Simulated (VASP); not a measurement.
# A slab model of the (1 1 1) face of Al2Pt, part 2 of 5

How does the (1 1 1) face of Al2Pt behave as a surface? The start is a cell from a database of measured crystal structures.

VASP 6.6.1, plane waves and PAW; the level of theory is named at each step.

So far. Step 2 (The bulk reference): Energy at zero smearing: -16.25273 eV. Step 2 (The bulk reference): The run ends at a pressure of 2.16 GPa.

The database entry behind the starting cell differs from later determinations by our own check (0.1 to 0.3 % short, probably kX units), so it need not match the best structure at ambient conditions.

## Step 3: Surface relaxation

This step: PBE; plane waves and PAW (Al, Pt) (VASP 6.6.1).

System of this step: Al2Pt. The cell holds 12 atoms: 8 Al and 4 Pt. Cell: a = 4.179 Å, b = 4.179 Å, c = 26.942 Å, α = 90.0°, β = 90.0°, γ = 120.0°. It derives from Al2Pt. The (1 1 1) slab of Al2Pt, cut from the database cell. Vacuum lies along c.

The free atoms relax, while those held by selective dynamics keep their cut positions.

File INCAR:

```
SYSTEM = Al2Pt
PREC = Normal
ENCUT = 300
EDIFF = 1E-05
NELM = 120
ISMEAR = 0
SIGMA = 0.2
LREAL = .FALSE.
ALGO = Fast
GGA = PE
NBANDS = 44
LASPH = .TRUE.
LORBIT = 11
LWAVE = .FALSE.
LCHARG = .FALSE.
KPAR = 2
IBRION = 2
NSW = 40
ISIF = 2
EDIFFG = -0.03
POTIM = 0.4
MAXMIX = 40
IDIPOL = 3
LDIPOL = .TRUE.
DIPOL = 0.5 0.5 0.5
```

File POSCAR:

```
Al2Pt
1.0
    4.1790010768      0.0000000000      0.0000000000
   -2.0895005384      3.6191210950      0.0000000000
    0.0000000000      0.0000000000     26.9424903182
Al Pt
8 4
Selective dynamics
Direct
    0.0000000000      0.0000000000      0.2783707000  F F F
    0.3333333300      0.6666666700      0.3416933600  F F F
    0.6666666700      0.3333333300      0.4050160200  F F F
    0.0000000000      0.0000000000      0.4683386700  F F F
    0.3333333300      0.6666666700      0.5316613300  T T T
    0.6666666700      0.3333333300      0.5949839800  T T T
    0.0000000000      0.0000000000      0.6583066400  T T T
    0.3333333300      0.6666666700      0.7216293000  T T T
    0.6666666700      0.3333333300      0.3100320300  F F F
    0.3333333300      0.6666666700      0.4366773400  F F F
    0.0000000000      0.0000000000      0.5633226600  T T T
    0.6666666700      0.3333333300      0.6899679700  T T T
```

File KPOINTS:

```
Automatic mesh
0
Gamma
6 6 1
0 0 0
```

The projector-augmented-wave data sets are Al and Pt (PBE family, release 64).

Command:

```bash
$ mpirun -np 2 vasp_std
```

Output:

```text
[banner, memory and clock lines left out]
running    2 mpi-ranks, on    1 nodes
 distrk:  each k-point on    1 cores,    2 groups
 distr:  one band on    1 cores,    1 groups

 POSCAR found type information on POSCAR AlPt
 POSCAR found :  2 types and      12 ions
 LDA part: xc-table for (Slater+PW92), standard interpolation
 POSCAR, INCAR and KPOINTS ok, starting setup
 FFT: planning ... GRIDC
 FFT: planning ... GRID_SOFT
 FFT: planning ... GRID
 WAVECAR not read
 entering main loop
       N       E                     dE             d eps       ncg     rms          rms(c)
DAV:   1     0.249341894084E+03    0.24934E+03   -0.17893E+04   616   0.753E+02
DAV:   2    -0.440178071782E+02   -0.29336E+03   -0.26989E+03   800   0.177E+02
DAV:   3    -0.651122471029E+02   -0.21094E+02   -0.20464E+02   752   0.473E+01
DAV:   4    -0.656980863656E+02   -0.58584E+00   -0.58391E+00   840   0.855E+00
DAV:   5    -0.657143663444E+02   -0.16280E-01   -0.16271E-01   844   0.137E+00    0.162E+01
RMM:   6    -0.637827954520E+02    0.19316E+01   -0.10650E+01   625   0.121E+01    0.507E+00
RMM:   7    -0.643367737771E+02   -0.55398E+00   -0.28443E+00   627   0.472E+00    0.495E+00
RMM:   8    -0.628171764402E+02    0.15196E+01   -0.71755E-01   626   0.276E+00    0.173E+00
RMM:   9    -0.627918150810E+02    0.25361E-01   -0.15371E-01   629   0.134E+00    0.732E-01
RMM:  10    -0.629253277413E+02   -0.13351E+00   -0.53063E-02   650   0.649E-01    0.129E+00
RMM:  11    -0.627710690675E+02    0.15426E+00   -0.19325E-02   633   0.499E-01    0.302E-01
RMM:  12    -0.627709558152E+02    0.11325E-03   -0.51776E-03   640   0.250E-01    0.121E-01
RMM:  13    -0.627709465484E+02    0.92668E-05   -0.17514E-03   645   0.140E-01    0.576E-02
RMM:  14    -0.627709948865E+02   -0.48338E-04   -0.54190E-04   648   0.674E-02    0.327E-02
RMM:  15    -0.627710552421E+02   -0.60356E-04   -0.32714E-04   621   0.467E-02    0.211E-02
RMM:  16    -0.627711501404E+02   -0.94898E-04   -0.14135E-04   584   0.308E-02    0.127E-02
RMM:  17    -0.627712246260E+02   -0.74486E-04   -0.11574E-04   566   0.299E-02    0.927E-03
RMM:  18    -0.627712861752E+02   -0.61549E-04   -0.32290E-05   437   0.180E-02    0.559E-03
RMM:  19    -0.627713348346E+02   -0.48659E-04   -0.11189E-05   410   0.901E-03    0.356E-03
RMM:  20    -0.627714293115E+02   -0.94477E-04   -0.16382E-05   414   0.850E-03    0.231E-03
RMM:  21    -0.627715016069E+02   -0.72295E-04   -0.34216E-06   259   0.469E-03    0.998E-04
RMM:  22    -0.627715314640E+02   -0.29857E-04   -0.20504E-06   247   0.410E-03    0.622E-04
RMM:  23    -0.627715431660E+02   -0.11702E-04   -0.12569E-06   234   0.362E-03    0.466E-04
RMM:  24    -0.627715454891E+02   -0.23231E-05   -0.34044E-07   173   0.288E-03
   1 F= -.62771545E+02 E0= -.62722313E+02  d E =-.627715E+02
 curvature:   0.00 expect dE= 0.000E+00 dE for cont linesearch  0.000E+00
 trial: gam= 0.00000 g(F)=  0.149E-01 g(S)=  0.000E+00 ort = 0.000E+00 (trialstep = 0.100E+01)
 search vector abs. value=  0.149E-01
 bond charge predicted
       N       E                     dE             d eps       ncg     rms          rms(c)
DAV:   1    -0.627833067848E+02   -0.11764E-01   -0.15145E+00   688   0.418E+00    0.108E-01
RMM:   2    -0.627845509162E+02   -0.12441E-02   -0.14910E-02   628   0.616E-01    0.724E-02
RMM:   3    -0.627847305236E+02   -0.17961E-03   -0.27129E-03   647   0.259E-01    0.573E-02
RMM:   4    -0.627846147521E+02    0.11577E-03   -0.54231E-04   640   0.112E-01    0.247E-02
RMM:   5    -0.627846352791E+02   -0.20527E-04   -0.17768E-04   641   0.581E-02    0.135E-02
RMM:   6    -0.627847108159E+02   -0.75537E-04   -0.56028E-05   541   0.307E-02    0.415E-03
RMM:   7    -0.627847094849E+02    0.13310E-05   -0.12928E-05   387   0.153E-02
   2 F= -.62784709E+02 E0= -.62735096E+02  d E =-.131640E-01
[...]
3 F= -.62801766E+02 E0= -.62751155E+02  d E =-.302202E-01
[...]
4 F= -.62789210E+02 E0= -.62736295E+02  d E =-.176644E-01
[...]
5 F= -.62804551E+02 E0= -.62753219E+02  d E =-.330056E-01
[...]
6 F= -.62809967E+02 E0= -.62757502E+02  d E =-.541616E-02
[...]
7 F= -.62814039E+02 E0= -.62759778E+02  d E =-.948820E-02
[...]
8 F= -.62814149E+02 E0= -.62759808E+02  d E =-.959826E-02
 curvature:  -2.95 expect dE=-0.839E-03 dE for cont linesearch -0.445E-08
 trial: gam= 0.03900 g(F)=  0.285E-03 g(S)=  0.000E+00 ort =-0.272E-05 (trialstep = 0.230E+01)
 search vector abs. value=  0.292E-03
 bond charge predicted
       N       E                     dE             d eps       ncg     rms          rms(c)
DAV:   1    -0.628144893871E+02   -0.34122E-03   -0.82142E-02   672   0.991E-01    0.172E-01
RMM:   2    -0.628145493069E+02   -0.59920E-04   -0.11680E-03   626   0.170E-01    0.238E-01
RMM:   3    -0.628147051980E+02   -0.15589E-03   -0.50861E-04   627   0.943E-02    0.239E-01
RMM:   4    -0.628146493980E+02    0.55800E-04   -0.42125E-04   615   0.805E-02    0.202E-01
RMM:   5    -0.628145302106E+02    0.11919E-03   -0.51592E-05   526   0.339E-02    0.198E-01
RMM:   6    -0.628144570752E+02    0.73135E-04   -0.40201E-05   479   0.252E-02    0.188E-01
RMM:   7    -0.628145031833E+02   -0.46108E-04   -0.29065E-05   431   0.208E-02    0.202E-01
RMM:   8    -0.628144848148E+02    0.18368E-04   -0.88474E-06   353   0.125E-02    0.197E-01
RMM:   9    -0.628145122436E+02   -0.27429E-04   -0.96152E-06   356   0.126E-02    0.203E-01
RMM:  10    -0.628145110198E+02    0.12238E-05   -0.44576E-06   347   0.841E-03
   9 F= -.62814511E+02 E0= -.62759873E+02  d E =-.361709E-03
 trial-energy change:   -0.000362  1 .order   -0.000426   -0.000654   -0.000198
 step:   3.2979(harm=  3.2979)  dis= 0.00657  next Energy=   -62.814618 (dE=-0.469E-03)
 reached required accuracy - stopping structural energy minimisation
```

Run time: 2 min. Hardware: 2 MPI ranks of AMD EPYC 7R43, shared host; peak memory 0.38 GiB; 4 min of CPU time.

OUTCAR, selected parts (step 3):

```text
  LATTYP: Found a hexagonal cell.
 ALAT       =     4.1790010768
 C/A-ratio  =     6.4471125571

 Subroutine GETGRP returns: Found 12 space group operations
 (whereof  6 operations were pure point group operations)

The static configuration has the point symmetry C_3v.
 The point group associated with its full space group is D_3d.

 Found      7 irreducible k-points:

   k-points           NKPTS =      7   k-points in BZ     NKDIM =      7   number of bands    NBANDS=     44

   dimension x,y,z NGX =    18 NGY =   18 NGZ =  120
   dimension x,y,z NGXF=    36 NGYF=   36 NGZF=  240

   ENCUT  =  300.0 eV  22.05 Ry    4.70 a.u.   5.90  5.90 38.05*2*pi/ulx,y,z

   NELECT =      64.0000    total number of electrons

 dipolmoment           0.000000      0.000000      0.008311 electrons x Angstroem

 E-fermi :   1.9562

 k-point     1 :       0.0000    0.0000    0.0000
  band No.  band energies     occupation
    ...
     23      -1.4594      2.00000
     24      -1.3889      2.00000
     25      -1.3889      2.00000
     26      -0.5353      2.00000
     27       1.0706      2.00000
     28       3.0536      0.00000
     29       3.3108      0.00000
     30       3.3108      0.00000
     31       4.0528      0.00000
     32       4.0528      0.00000
    ...

 k-point     2 :       0.1667    0.0000    0.0000
  band No.  band energies     occupation
    ...
     24      -1.3654      2.00000
     25      -0.9625      2.00000
     26      -0.2775      2.00000
     27       0.9712      2.00000
     28       1.7446      1.86543
     29       2.1316      0.21470
     30       2.5686      0.00001
     31       2.7597      0.00000
     32       3.2100      0.00000
     33       3.2127      0.00000
    ...

  Total        0.6393848      0.6393848     -0.8240293     -0.0000000      0.0000000      0.0000000
  in kB        2.5139668      2.5139668     -3.2399618     -0.0000000      0.0000000      0.0000000
  external PRESSURE =       0.5959906 kB  Pullay stress =       0.0000000 kB

  energy-cutoff  :      300.00
  volume of cell :      407.49
      direct lattice vectors                 reciprocal lattice vectors
     4.179001077  0.000000000  0.000000000     0.239291635  0.138155090  0.000000000
    -2.089500538  3.619121095  0.000000000     0.000000000  0.276310180  0.000000000
     0.000000000  0.000000000 26.942490318     0.000000000  0.000000000  0.037116094

 POSITION                                       TOTAL-FORCE (eV/Angst)
 -----------------------------------------------------------------------------------
      0.00000      0.00000      7.50000        -0.000000      0.000000      0.442024
     -0.00000      2.41275      9.20607        -0.000000      0.000000     -0.006609
      2.08950      1.20637     10.91214         0.000000     -0.000000     -0.067994
      0.00000      0.00000     12.61821        -0.000000      0.000000      0.098213
     -0.00000      2.41275     14.34402         0.000000     -0.000000      0.012703
      2.08950      1.20637     16.08028        -0.000000      0.000000     -0.025803
      0.00000      0.00000     17.76796         0.000000     -0.000000      0.004076
     -0.00000      2.41275     19.32801         0.000000      0.000000     -0.007284
      2.08950      1.20637      8.35303         0.000000     -0.000000     -0.416811
     -0.00000      2.41275     11.76518         0.000000      0.000000     -0.028754
      0.00000      0.00000     15.21951         0.000000      0.000000      0.014817
      2.08950      1.20637     18.64603         0.000000     -0.000000     -0.018578
 -----------------------------------------------------------------------------------
    total drift:                               -0.000018      0.000008      0.005942

  FREE ENERGIE OF THE ION-ELECTRON SYSTEM (eV)
  ---------------------------------------------------
  free  energy   TOTEN  =       -62.8145110198 eV

  energy  without entropy=      -62.7052348533  energy(sigma->0) =      -62.75987294

 reached required accuracy - stopping structural energy minimisation

 vacuum level on the upper side and lower side of the slab         6.151         6.070

 total charge
# of ion       s       p       d       tot
------------------------------------------
    1        0.462   0.295   0.000   0.758
    2        0.407   0.360   0.000   0.767
    3        0.398   0.366   0.000   0.764
    4        0.402   0.365   0.000   0.767
    5        0.403   0.362   0.000   0.766
    6        0.399   0.362   0.000   0.761
    7        0.404   0.369   0.000   0.774
    8        0.455   0.325   0.000   0.780
    9        0.819   0.618   8.140   9.577
   10        0.834   0.725   8.146   9.705
   11        0.833   0.719   8.142   9.694
   12        0.824   0.646   8.153   9.624
--------------------------------------------------
tot          6.642   5.513  32.581  44.736

[... 7 further parts left out ...]
```

CONTCAR:

```
Al2Pt
   1.00000000000000
     4.1790010767999997    0.0000000000000000    0.0000000000000000
    -2.0895005383999998    3.6191210950000001    0.0000000000000000
     0.0000000000000000    0.0000000000000000   26.9424903182000008
  Al              Pt
     8     4
Selective dynamics
Direct
     0.0000000000000000    0.0000000000000000    0.2783707000000035   F   F   F
     0.3333333300000021    0.6666666699999979    0.3416933600000007   F   F   F
     0.6666666699999979    0.3333333300000021    0.4050160199999979   F   F   F
     0.0000000000000000    0.0000000000000000    0.4683386700000014   F   F   F
     0.3333333300000021    0.6666666699999979    0.5323938718360068   T   T   T
     0.6666666699999979    0.3333333300000021    0.5968371819175708   T   T   T
     0.0000000000000000    0.0000000000000000    0.6594771398497934   T   T   T
     0.3333333300000021    0.6666666699999979    0.7173801222676701   T   T   T
     0.6666666699999979    0.3333333300000021    0.3100320300000021   F   F   F
     0.3333333300000021    0.6666666699999979    0.4366773400000028   F   F   F
     0.0000000000000000    0.0000000000000000    0.5648888392766892   T   T   T
     0.6666666699999979    0.3333333300000021    0.6920677983545636   T   T   T
```

The run keeps the 6 symmetry operations of its start, so it cannot find a distortion of lower symmetry.

Relaxation path:

| step | energy less that of the first step (eV) | largest force (eV/Å) |
| --- | --- | --- |
| 1 | 0.0000 | 0.4324 |
| 2 | -0.0132 | 0.3587 |
| 3 | -0.0302 | 0.2025 |
| 4 | -0.0177 | 0.5649 |
| 5 | -0.0330 | 0.1831 |
| 6 | -0.0384 | 0.1275 |
| 7 | -0.0425 | 0.0485 |
| 8 | -0.0426 | 0.0463 |
| 9 | -0.0430 | 0.0258 |

The atoms that moved most (Å):

| atom | dx | dy | dz | length |
| --- | --- | --- | --- | --- |
| Al8 | 0.000 | 0.000 | -0.114 | 0.114 |
| Pt12 | 0.000 | 0.000 | 0.057 | 0.057 |
| Al6 | 0.000 | 0.000 | 0.050 | 0.050 |
| Pt11 | 0.000 | 0.000 | 0.042 | 0.042 |
| Al7 | 0.000 | 0.000 | 0.032 | 0.032 |
| Al5 | 0.000 | 0.000 | 0.020 | 0.020 |

Final coordinates:

```xyz
12
Lattice="4.1790 0.0000 0.0000 -2.0895 3.6191 0.0000 0.0000 0.0000 26.9425" Properties=species:S:1:pos:R:3
Al    0.0000    0.0000    7.5000
Al    0.0000    2.4127    9.2061
Al    2.0895    1.2064   10.9121
Al    0.0000    0.0000   12.6182
Al    0.0000    2.4127   14.3440
Al    2.0895    1.2064   16.0803
Al    0.0000    0.0000   17.7680
Al    0.0000    2.4127   19.3280
Pt    2.0895    1.2064    8.3530
Pt    0.0000    2.4127   11.7652
Pt    0.0000    0.0000   15.2195
Pt    2.0895    1.2064   18.6460
```

Numbers from this step:

```yaml
electronic_cycles: 82
electrons: 64
free_energy_toten: -62.8145 eV
energy_at_zero_smearing: -62.7599 eV
fermi_energy: 1.956 eV
dipole_moment: 0, 0, 0.008311 e·Å
```

The run ended after 9 ionic steps, 0.043 eV below its first step, once the forces on the free atoms met EDIFFG = -0.03.

Only the dipole across the slab is computed (IDIPOL = 3); zeros along the plane are no results.

(Continued in part 3 of 5.)

[Lines on the potential files, build, host, timing and source positions are cut from VASP's logs without a mark.]

[Logs are printed without paths, hosts, clocks, repeated set-up lines and the standing remarks that a program may print on its own settings, such as how far it seeks lower states.]

[Hosts, paths, dates, database ids (printed as entryN), source tags and the programs' standing remarks are cut or masked in the printed files.]

[In band tables of VASP the shares of atoms and orbitals are scaled to a sum of 1 inside the atoms' spheres.]

[Runs that stopped without an error message from VASP are left out.]
